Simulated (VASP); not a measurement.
Crystal: Pt.

```xyz
1
Lattice="-1.5571 1.5571 1.5571 1.5571 -1.5571 1.5571 1.5571 1.5571 -1.5571" Properties=species:S:1:pos:R:3 pbc="T T T"
Pt    0.0000    0.0000    0.0000
```

This isn't the form of Pt at room conditions, which is fcc.

* Program: VASP 6.6.1
* Task: relaxation of cell and atoms
* Functional: r2SCAN
* Dispersion: rVV10
* Potentials or basis: VASP PAW PBE potentials, release 64 (Pt)
* Cutoff: 600 eV
* k mesh: 18 × 18 × 18
* Occupations: gaussian, width 0.1 eV
* Spin: no spin polarisation

At the start: pressure 5.5 GPa; volume 15.10 Å³/atom.

Question: Where does the relaxation end?

Answer: Over 4 steps the energy falls by 4.9 meV/atom and the volume is 15.39 Å³/atom (+1.9 %); space group Im-3m (No. 229, to 0.05 Å).

Step by step:
```tsv
step	energy change (eV)	largest force (eV/Å)	pressure (GPa)	volume (Å³)
1	0.0000	0.0000	5.51	15.10
2	0.0321	0.0000	-12.79	16.26
3	-0.0049	0.0000	-0.10	15.40
4	-0.0049	0.0000	0.01	15.39
```

Final structure:
```xyz
1
Lattice="-1.5671 1.5671 1.5671 1.5671 -1.5671 1.5671 1.5671 1.5671 -1.5671" Properties=species:S:1:pos:R:3 pbc="T T T"
Pt    0.0000    0.0000    0.0000
```

Caveat: the PAW data sets were made with another functional, which shifts forces and pressure a little.
